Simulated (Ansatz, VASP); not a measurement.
# AlN: VASP beside Ansatz

The input INCAR:

```
SYSTEM = AlN
PREC     = Accurate       ! precision mode
ENCUT    = 520            ! plane-wave cutoff, eV
EDIFF    = 1E-6           ! SCF threshold, eV
ISMEAR   = -1             ! smearing method
SIGMA    = 0.02           ! smearing width, eV
LREAL    = .False.        ! projectors in reciprocal space
LASPH    = .True.         ! aspherical terms in the spheres
NELM     = 80             ! most SCF steps
ALGO     = Normal         ! electronic algorithm
ISIF     = 2              ! what is computed and relaxed
LWAVE    = .False.        ! write WAVECAR
LCHARG   = .False.        ! write CHGCAR
GGA      = PE             ! functional
NBANDS   = 11             ! bands
```

The input KPOINTS:

```
Automatic mesh
0
Gamma
  10 10 10
  0 0 0
```

The input POSCAR:

```
AlN
1.0
    0.0000000000      1.9780000000      1.9780000000
    1.9780000000      0.0000000000      1.9780000000
    1.9780000000      1.9780000000      0.0000000000
Al N
1 1
Direct
    0.0000000000      0.0000000000      0.0000000000
    0.5000000000      0.5000000000      0.5000000000
```

Input for Ansatz:

```yaml
crystal:
  lattice:
    - [0.0, 1.978, 1.978]
    - [1.978, 0.0, 1.978]
    - [1.978, 1.978, 0.0]
  atoms:
    - { symbol: Al, position: [0.0, 0.0, 0.0] }
    - { symbol: "N", position: [0.5, 0.5, 0.5] }
kpoints:
  mp_grid: { grid: [10, 10, 10] }
  band_path:
    path:
      - [0.0, 0.0, 0.0]
      - [0.5, 0.0, 0.5]
      - [0.625, 0.25, 0.625]
      - [0.375, 0.375, 0.75]
      - [0.0, 0.0, 0.0]
      - [0.5, 0.5, 0.5]
      - [0.5, 0.25, 0.75]
      - [0.5, 0.0, 0.5]
    npoints: 5
scf:
  occupations: { method: fermi_dirac, width: 0.02 }
hamiltonian:
  xc: pbe
  pseudopotentials:
    kind: all_electron
    lapw: { basis_error: 0.001 }
    relativity: none
output:
  forces: true
  stress: true
  eigenvalues: true
```

Alike in both runs: task single point; functional PBE; k mesh 10 × 10 × 10; occupations fermi-dirac, width 0.02 eV; no spin polarisation.

|  | VASP | Ansatz |
| --- | --- | --- |
| version | VASP 6.6.1 | Ansatz 0.2.0 |
| potentials or method | VASP PAW PBE potentials, release 64 (Al, N) | all-electron LAPW, non-relativistic |
| plane-wave cutoff (eV) | 520 | see its input |

```tsv
	VASP	Ansatz	Ansatz less VASP
gap on the k mesh at the Fermi level (eV)	5.19	5.18	-0.006
pressure (GPa)	25.2	25.8	+0.54
```

Ansatz ran all-electron here, so the differences hold the error of VASP's frozen core and of both bases.

Caveats: so large a pressure means that the cell lies far from this level's equilibrium, or that cutoff or potentials fall short (VASP). Expect the measured gap to be larger: semilocal functionals such as PBE lack the derivative discontinuity. A k mesh can miss the band edges.
